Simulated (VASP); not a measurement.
# Hg in VASP: reference runs

Aim: a first look at Hg with PBE, on the cell as given.

Program: VASP 6.6.1. These are calculated values, not measurements. Logs are shortened: lines on timing, memory, paths and dates and some standing lists are left out, and cuts for length are marked.

**1. The cell of the first run**

The cell holds a slab with vacuum, 4 atoms: a = 3.321 Å, b = 3.410 Å, c = 23.121 Å, α = 90.00°, β = 90.00°, γ = 115.57°.

The slab is cut from a database's or a generator's crystal, which needn't be the stable form of the element.

**2. Single point, PBE (the (0 0 1) slab of Hg, cut from the database cell, not relaxed)**

The input, INCAR:

```
SYSTEM = Hg
ALGO = Normal ; DIPOL = 0.5 0.5 0.500
EDIFF = 1E-7 ; ENCUT = 520
GGA = PE ; IDIPOL = 3
ISIF = 2 ; ISMEAR = -1
LASPH = .True. ; LCHARG = .True.
LDIPOL = .True. ; LELF = .True.
LREAL = .False. ; LVACPOTAV = .True.
LVHAR = .True. ; LWAVE = .False.
NBANDS = 32 ; NELM = 80
PREC = Accurate ; SIGMA = 0.05
```

The input, KPOINTS:

```
k-points
0
Gamma
  9 9 1
  0 0 0
```

The input, POSCAR:

```
Hg
1.0
    3.3205578694      0.0000000000      0.0000000000
   -1.4721436807      3.0761348998      0.0000000000
    0.0000000000      0.0000000000     23.1206091033
Hg
4
Direct
    0.4899881360      0.4542386535      0.3243859176
    0.0681903655      0.8651034197      0.4421379029
    0.4017740427      0.4976125408      0.5578620971
    0.9799762721      0.9084773070      0.6756140824
```

Potentials or basis: VASP PAW PBE potentials, release 64 (Hg).

Run with:

```sh
> cat potpaw_PBE.64/Hg/POTCAR > POTCAR
> mpirun -np 1 vasp_std > vasp.out
```

OUTCAR:

```text
SYSTEM = Hg
   EDIFF = 1E-7
   ENCUT = 520
   GGA = PE
   ISIF = 2
   ISMEAR = -1
   LASPH = .True.
   LREAL = .False.
   NELM = 80
   PREC = Accurate

 ion  position               nearest neighbor table
   1  0.490  0.454  0.324-   2 3.28   2 3.31   2 3.61
   2  0.068  0.865  0.442-   1 3.28   3 3.31   1 3.31   3 3.34   3 3.35   1 3.61
   3  0.402  0.498  0.558-   4 3.28   2 3.31   4 3.31   2 3.34   2 3.35   4 3.61
   4  0.980  0.908  0.676-   3 3.28   3 3.31   3 3.61

  LATTYP: Found a simple monoclinic cell.
 ALAT       =     3.3205578694
 B/A-ratio  =     6.9628688951
 C/A-ratio  =     1.0270115110
 COS(beta)  =    -0.4316818949

  Lattice vectors:

 A1 = (   3.3205578694,   0.0000000000,   0.0000000000)
 A2 = (   0.0000000000,   0.0000000000, -23.1206091033)
 A3 = (  -1.4721436807,   3.0761348998,   0.0000000000)

Analysis of symmetry for initial positions (statically):
=====================================================================
 Subroutine PRICEL returns:
 Original cell was already a primitive cell.

 Routine SETGRP: Setting up the symmetry group for a
 simple monoclinic supercell.

 Subroutine GETGRP returns: Found  2 space group operations
 (whereof  1 operations were pure point group operations)
 out of a pool of  4 trial point group operations.

The static configuration has the point symmetry C_1 .
 The point group associated with its full space group is S_2 .

Analysis of symmetry for dynamics (positions and initial velocities):
=====================================================================
 Subroutine PRICEL returns:
 Original cell was already a primitive cell.

 Routine SETGRP: Setting up the symmetry group for a
 simple monoclinic supercell.

 Subroutine GETGRP returns: Found  2 space group operations
 (whereof  1 operations were pure point group operations)
 out of a pool of  4 trial point group operations.

The dynamic configuration has the point symmetry C_1 .
 The point group associated with its full space group is S_2 .

 Subroutine INISYM returns: Found  2 space group operations
 (whereof  1 operations are pure point group operations),
 and found     1 'primitive' translations

----------------------------------------------------------------------------------------

                                     Primitive cell

  volume of cell :     236.1651

  direct lattice vectors                    reciprocal lattice vectors
     3.320557869  0.000000000  0.000000000     0.301154215  0.144123158  0.000000000
    -1.472143681  3.076134900  0.000000000     0.000000000  0.325083273  0.000000000
     0.000000000  0.000000000 23.120609103     0.000000000  0.000000000  0.043251456

  length of vectors
     3.320557869  3.410251155 23.120609103     0.333864263  0.325083273  0.043251456

  position of ions in fractional coordinates (direct lattice)
     0.489988136  0.454238653  0.324385918
     0.068190366  0.865103420  0.442137903
     0.401774043  0.497612541  0.557862097
     0.979976272  0.908477307  0.675614082

  ion indices of the primitive-cell ions
   primitive index   ion index
                 1           1
                 2           2
                 3           3
                 4           4

----------------------------------------------------------------------------------------

 KPOINTS: k-points

Automatic generation of k-mesh.
 Grid dimensions read from file:
 generate k-points for:    9    9    1

 Generating k-lattice:

  Cartesian coordinates                     Fractional coordinates (reciprocal lattice)
     0.033461579  0.016013684  0.000000000     0.111111111  0.000000000  0.000000000
     0.000000000  0.036120364  0.000000000     0.000000000  0.111111111  0.000000000
     0.000000000  0.000000000  0.043251456     0.000000000  0.000000000  1.000000000

  Length of vectors
     0.037096029  0.036120364  0.043251456

  Shift w.r.t. Gamma in fractional coordinates (k-lattice)
     0.000000000  0.000000000  0.000000000

 Subroutine IBZKPT returns following result:
 ===========================================

 Found     41 irreducible k-points:

 Following reciprocal coordinates:
            Coordinates               Weight
  0.000000  0.000000  0.000000      1.000000
  0.111111 -0.000000  0.000000      2.000000
  0.222222  0.000000  0.000000      2.000000
  0.333333 -0.000000  0.000000      2.000000
  0.444444  0.000000  0.000000      2.000000
  0.000000  0.111111  0.000000      2.000000
[... 16 lines left out ...]
 -0.111111  0.222222  0.000000      2.000000
  0.000000  0.333333  0.000000      2.000000
 [... further k-points ...]
   k-points           NKPTS =     41   k-points in BZ     NKDIM =     41   number of bands    NBANDS=     32
   number of dos      NEDOS =    301   number of ions     NIONS =      4
   total plane-waves  NPLWV = 141120
   dimension x,y,z NGX =    28 NGY =   28 NGZ =  180
   dimension x,y,z NGXF=    56 NGYF=   56 NGZF=  360
   ions per type =               4
   NGX,Y,Z   is equivalent  to a cutoff of  14.02, 13.65, 12.94 a.u.
   NGXF,Y,Z  is equivalent  to a cutoff of  28.04, 27.30, 25.89 a.u.
 SYSTEM =  Hg
   PREC   = accura    normal or accurate (medium, high low for compatibility)
   ISTART =      0    job   : 0-new  1-cont  2-samecut
   ICHARG =      2    charge: 1-file 2-atom 10-const
   ISPIN  =      1    spin polarized calculation?
   LNONCOLLINEAR =      F non collinear calculations
   LSORBIT =      F    spin-orbit coupling
   LASPH  =      T    aspherical Exc in radial PAW
   ENCUT  =  520.0 eV  38.22 Ry    6.18 a.u.   6.17  6.34 42.99*2*pi/ulx,y,z
   NELM   =     80;   NELMIN=  2; NELMDL= -5     # of ELM steps
   EDIFF  = 0.1E-06   stopping-criterion for ELM
   LREAL  =      F    real-space projection
   EDIFFG = 0.1E-05   stopping-criterion for IOM
   NSW    =      0    number of steps for IOM
   IBRION =     -1    ionic relax: 0-MD 1-quasi-New 2-CG
   NFREE  =      0    steps in history (QN), initial steepest desc. (CG)
   ISIF   =      2    stress and relaxation
   ISYM   =      2    0-nonsym 1-usesym 2-fastsym
   POTIM  = 0.5000    time-step for ionic-motion
   TEBEG  =    0.0;   TEEND  =   0.0 temperature during run
   PSTRESS=    0.0 pullay stress
   NELECT =      48.0000    total number of electrons
   NUPDOWN=      -1.0000    fix difference up-down
   EMIN   =  10.00;   EMAX   =-10.00  energy-range for DOS
   EFERMI =   0.00;   METHOD = LEGACY
   ISMEAR =    -1;   SIGMA  =   0.05  broadening in eV -4-tet -1-fermi 0-gaus
   EFERMI_NEDOS =   21; number of points for ismear=-14 and -15
   IALGO  =     38    algorithm
   IMIX   =      4    mixing-type and parameters
     AMIX     =   0.40;   BMIX     =  1.00
     AMIX_MAG =   1.60;   BMIX_MAG =  1.00
  volume/ion in A,a.u.               =      59.04       398.43
  Fermi-wavevector in a.u.,A,eV,Ry     =   0.962535  1.818928 12.605447  0.926474
  Thomas-Fermi vector in A             =   2.092003
   LORBIT       =      0    0 simple, 1 ext, 2 COOP (PROOUT), +10 PAW based schemes
   GGA     = PE    functional components
   LHFCALC =     F    Hartree Fock is set to
   AEXX    =    0.0000 exact exchange contribution
   IVDW    =     0    specifies the selected vdW correction
   LEPSILON=     F    determine dielectric tensor
   LRPA    =     F    only Hartree local field effects (RPA)
 non-spin polarized calculation
  energy-cutoff  :      520.00
  volume of cell :      236.17
 maximum number of plane-waves:      6407
 NGX is ok and might be reduce to    28
   NGX = 13   NGY = 13   NGZ = 85

 dipolmoment           0.000000      0.000000     -0.000000 electrons x Angstroem

 number of electron      48.0000001 magnetization

 dipolmoment           0.000000      0.000000      0.000000 electrons x Angstroem

 Free energy of the ion-electron system (eV)
  ---------------------------------------------------
  ext. energy  EPLUGINS =         0.00000000
  ---------------------------------------------------
  free energy    TOTEN  =        -0.57316539 eV

  energy without entropy =       -0.57142044  energy(sigma->0) =       -0.57229292

 E-fermi :  -1.6524     XC(G=0):  -5.2124

 val. band max:       -1.8266595453   @ k =   0.4444   0.3333   0.0000
 cond. band min:      -1.5569855372   @ k =   0.0000   0.0000   0.0000
 fundamental gap:      0.2696740081
 Fermi energy:        -1.6523588053

 k-point     1 :       0.0000    0.0000    0.0000
  band No.  band energies     occupation
      1      -9.0667      2.00000
      2      -8.6317      2.00000
      3      -8.4089      2.00000
      4      -8.4073      2.00000
      5      -8.1861      2.00000
      6      -8.1429      2.00000
[... 24 lines left out ...]
     31       5.6311      0.00000
     32       8.3614      0.00000

 k-point     2 :       0.1111   -0.0000    0.0000
  band No.  band energies     occupation
      1      -8.8456      2.00000
      2      -8.5205      2.00000
      3      -8.2899      2.00000
      4      -8.2436      2.00000
      5      -8.1666      2.00000
      6      -8.1251      2.00000
[... 24 lines left out ...]
     31       5.8147      0.00000
     32       6.9360      0.00000

 k-point     3 :       0.2222    0.0000    0.0000
  band No.  band energies     occupation
      1      -8.4686      2.00000
      2      -8.3932      2.00000
      3      -8.2561      2.00000
      4      -8.1423      2.00000
      5      -8.0999      2.00000
      6      -8.0411      2.00000
[... 24 lines left out ...]
     31       4.7582      0.00000
     32       5.5642      0.00000

 k-point     4 :       0.3333   -0.0000    0.0000
  band No.  band energies     occupation
      1      -8.4987      2.00000
      2      -8.4645      2.00000
      3      -8.3982      2.00000
      4      -8.2371      2.00000
      5      -8.1673      2.00000
      6      -8.1327      2.00000
[... 654 lines left out ...]
     31       5.5458      0.00000
     32       6.1045      0.00000

 k-point    23 :      -0.1111    0.2222    0.0000
  band No.  band energies     occupation
      1      -8.4948      2.00000
      2      -8.3833      2.00000
      3      -8.2081      2.00000
      4      -8.1566      2.00000
      5      -8.1132      2.00000
      6      -8.0390      2.00000
[... 24 lines left out ...]
     31       5.3743      0.00000
     32       6.0203      0.00000

 k-point    24 :       0.0000    0.3333    0.0000
  band No.  band energies     occupation
      1      -8.5578      2.00000
      2      -8.5057      2.00000
      3      -8.4318      2.00000
      4      -8.3000      2.00000
      5      -8.2289      2.00000
      6      -8.1939      2.00000
[... 24 lines left out ...]
     31       4.1471      0.00000
     32       5.0602      0.00000

 [... further k-points ...]
[... 5 lines left out ...]
  --------------------------------------------------------------------------------------
  -------------------------------------------------------------------------------------
  Total        1.3247478      0.8328213      0.9125264     -0.1159430     -0.0027101      0.1344465
  in kB        8.9872759      5.6499773      6.1907080     -0.7865738     -0.0183858      0.9121038
  external PRESSURE =       6.9426537 kB  Pullay stress =       0.0000000 kB

 VOLUME and BASIS-vectors are now :
 -----------------------------------------------------------------------------
  energy-cutoff  :      520.00
  volume of cell :      236.17
      direct lattice vectors                 reciprocal lattice vectors
     3.320557869  0.000000000  0.000000000     0.301154215  0.144123158  0.000000000
    -1.472143681  3.076134900  0.000000000     0.000000000  0.325083273  0.000000000
     0.000000000  0.000000000 23.120609103     0.000000000  0.000000000  0.043251456

 POSITION                                       TOTAL-FORCE (eV/Angst)
 -----------------------------------------------------------------------------------
      0.95833      1.39730      7.50000        -0.017706     -0.001468     -0.133134
     -1.04713      2.66117     10.22250         0.003559      0.005124      0.040508
      0.60156      1.53072     12.89811        -0.003559     -0.005124     -0.040508
      1.91666      2.79460     15.62061         0.017706      0.001468      0.133134
 -----------------------------------------------------------------------------------
    total drift:                                0.000002     -0.000002      0.000015

  FREE ENERGIE OF THE ION-ELECTRON SYSTEM (eV)
  ---------------------------------------------------
  free  energy   TOTEN  =        -0.5731653895 eV

  energy  without entropy=       -0.5714204423  energy(sigma->0) =       -0.57229292

 vacuum level on the upper side and lower side of the slab         2.720         2.720
```

Run time: 3.9 min. Hardware: 1 thread of Intel Xeon Platinum 8488C (Sapphire Rapids), shared host; peak memory 0.49 GiB.

Results:

```
Free energy                            : -0.5732 eV
Largest force                          : 0.134 eV/Å
Band gap on the k mesh                 : 0.27 eV, indirect (least direct gap 0.71 eV)
Ionisation potential of the upper face : 4.55 eV
```

Forces in eV/Å, atoms in the order of the input:
```
Hg  -0.018 -0.001 -0.133
Hg   0.004  0.005  0.041
Hg  -0.004 -0.005 -0.041
Hg   0.018  0.001  0.133
```

Caveat: spin-orbit coupling is left out, which moves the levels of the heavy elements.
